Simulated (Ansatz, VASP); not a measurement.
Given: the input of a run of Ansatz 0.2.0 on ZnS (Wurtzite-2H). 

Contents of input.yaml:

```yaml
crystal:
  lattice:
    - [3.811, 0.0, 0.0]
    - [-1.9055, 3.3004228138, 0.0]
    - [0.0, 0.0, 6.234]
  atoms:
    - { symbol: Zn, position: [0.6666666667, 0.3333333333, 0.5] }
    - { symbol: Zn, position: [0.3333333333, 0.6666666667, 0.0] }
    - { symbol: S, position: [0.6666666667, 0.3333333333, 0.885] }
    - { symbol: S, position: [0.3333333333, 0.6666666667, 0.385] }
hamiltonian:
  xc: pbe
  pseudopotentials: { kind: paw }
kpoints:
  mp_grid: { grid: [8, 8, 5] }
scf:
  occupations: { method: gaussian, width: 0.014 }
output:
  forces: true
  stress: true
  eigenvalues: true
```

Potentials or basis: Ansatz PAW.

Launch:

```bash
$ ansatz run input.yaml --threads 2 --pin off --max-ram 5632MiB --backend cpu --events-out ev --progress --plain --runs-dir out
```

Task: Set up the same calculation for VASP 6.6.1. Potentials or basis there: PBE PAW files S, Zn, 520 eV.

Result: As run (cutoffs and basis follow the program's own potentials, and thresholds, step limits or extra output files can differ):

File INCAR:

```
ALGO = Normal
EDIFF = 1E-6
ENCUT = 520
GGA = PE
ISIF = 2
ISMEAR = 0
LASPH = True
LCHARG = False
LREAL = False
LWAVE = False
NBANDS = 26
NELM = 80
PREC = Accurate
SIGMA = 0.014
```

KPOINTS

```
k-points
0
Gamma
  8 8 5
```

Contents of POSCAR:

```
ZnS
1.0
    3.8110000000      0.0000000000      0.0000000000
   -1.9055000000      3.3004228138      0.0000000000
    0.0000000000      0.0000000000      6.2340000000
Zn S
2 2
Direct
    0.6666666667      0.3333333333      0.5000000000
    0.3333333333      0.6666666667      0.0000000000
    0.6666666667      0.3333333333      0.8850000000
    0.3333333333      0.6666666667      0.3850000000
```

Potentials or basis: VASP PAW PBE potentials, release 64 (Zn, S).

Launch:

```console
$ cat potpaw_PBE.64/Zn/POTCAR potpaw_PBE.64/S/POTCAR > POTCAR
$ mpirun -np 1 vasp_std > vasp.out
```

Both were run:

|  | Ansatz | VASP |
| --- | --- | --- |
| Pressure | 2.3 GPa | 2.5 GPa |
| Largest force | 0.319 eV/Å | 0.323 eV/Å |

Ansatz's pressure holds a Pulay term of +0.07 GPa for its cutoff of 420 eV, which the other run lacks.

Where Ansatz's input types no cutoff or centring, it takes its own default and a Γ-centred mesh.

Pressure is positive in compression.
